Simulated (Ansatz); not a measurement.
The system is Ge.

```
CELL_PARAMETERS angstrom
-2.57449 2.57449 1.39741
2.57449 -2.57449 1.39741
2.57449 2.57449 -1.39741
ATOMIC_POSITIONS crystal
Ge 0.50000 0.50000 0.00000
Ge 0.25000 0.75000 0.50000
```

This isn't the form of Ge at room conditions, which is diamond.

Program: Ansatz 0.2.0. Alike in all runs: potentials or basis all-electron LAPW, scalar-relativistic; no spin polarisation; cell as given; k mesh 11 × 11 × 11; basis error allowed 0.001 eV/atom.

**Question.** Order these runs on this cell by their pressure, lowest first.
A. level LDA; cutoff (eV) 255; smearing fermi-dirac 0.05 eV
B. level PBE; cutoff (eV) 254; smearing gaussian 0.028 eV
C. level PBEsol; cutoff (eV) 255; smearing gaussian 0.02 eV

**Answer.** A (-2.4 GPa), C (-0.5 GPa), B (3.2 GPa).
